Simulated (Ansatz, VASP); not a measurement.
**Two plane-wave programs on SiHC**

```xyz
3
Lattice="3.0322 0.0000 0.0000 -1.5161 2.6259 0.0000 0.0000 0.0000 2.6084" Properties=species:S:1:pos:R:3 pbc="T T T"
Si    0.0000    1.7506    1.3042
H     1.5161    0.8753    1.3042
C     0.0000    0.0000    0.0000
```

Change from the starting cell: species swapped into the SrAlGe type (P-6m2, No. 187).

Alike in both runs: functional PBE; k mesh 6 × 6 × 4; occupations gaussian, width 0.1 eV; no spin polarisation.

Ansatz relaxed the structure, and its values are those at the end. VASP's run is a single point on that final structure, the one shown.

```csv
,VASP,Ansatz
version,VASP 6.6.1,Ansatz 0.2.0
potentials or method,"VASP PAW PBE potentials, release 64 (Si, H, C)","scalar-relativistic, plane waves, PAW"
plane-wave cutoff (eV),520,420
valence electrons in the cell,9,9
```

```tsv
	VASP	Ansatz	Ansatz less VASP
gap on the k mesh at the Fermi level (eV)	none	none	-
pressure (GPa)	0.0	-0.1	-0.02
```

A gap of «none» marks a metal or a gap that the smearing closes. With one functional, cell and mesh, what is left measures potentials, basis and numerics.

Caveats: the k mesh is coarse (spacing up to 0.60 Å⁻¹), so the values aren't converged.
